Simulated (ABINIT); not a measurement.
Runs of ABINIT 10.8.3 (patched build) on TiSe. The structure is hexagonal, space group P6_3/mmc (No. 194). Conventional cell: a = 3.559 Å, b = 3.559 Å, c = 6.220 Å, α = 90.00°, β = 90.00°, γ = 120.00°. Around Se (site symmetry -6m2) lie 6 Ti at 2.58 Å. Ti (site symmetry -3m) has 6 Se at 2.58 Å as nearest neighbours. 

```csv
task,level,potentials or basis,k mesh,cutoff (eV),fine-grid cutoff,bands in the sums,broadening (eV),scissor shift (eV),tensor components,gap on the mesh (eV),pressure (GPa)
single point,LDA,PseudoDojo NC SR LDA v0.4.1 standard,7 × 7 × 4,1088,-,-,-,-,-,none,(a)
positron lifetime,LDA,JTH PAW LDA v2.0,6 × 6 × 4,354,707.496 eV,-,-,-,-,none,-3.7
optical spectrum,LDA,PseudoDojo NC SR LDA v0.4.1 standard,"10 × 10 × 6, shifted",1088,-,34,0.2,0,"[11, 33]",-,-4.2
single point,PBEsol,PseudoDojo NC SR PBEsol v0.4.1 standard,7 × 7 × 4,1061,-,-,-,-,-,none,-1.3
single point,PBEsol,PseudoDojo NC SR PBEsol v0.4 stringent,7 × 7 × 4,1306,-,-,-,-,-,none,(b)
single point,PBEsol,PseudoDojo NC SR PBEsol v0.4.1 standard,7 × 7 × 4,1170,-,-,-,-,-,none,-0.8
```

Alike in all rows: no spin polarisation; cell as given; smearing fermi-dirac 0.05 eV.

Question: Estimate the missing entries.

Answer: (a) -4.3; (b) -2.4.

Caveats: the PAW basis is incomplete for the positron (some runs); the intraband (Drude) term is left out (some runs); spectra need much finer meshes, so this one isn't converged (some runs).

A k mesh can miss the band edges, and the runs leave out spin-orbit coupling on Se.

A gap of «none» marks a metal or a gap under the smearing width.

Not every run made on this cell is shown here.
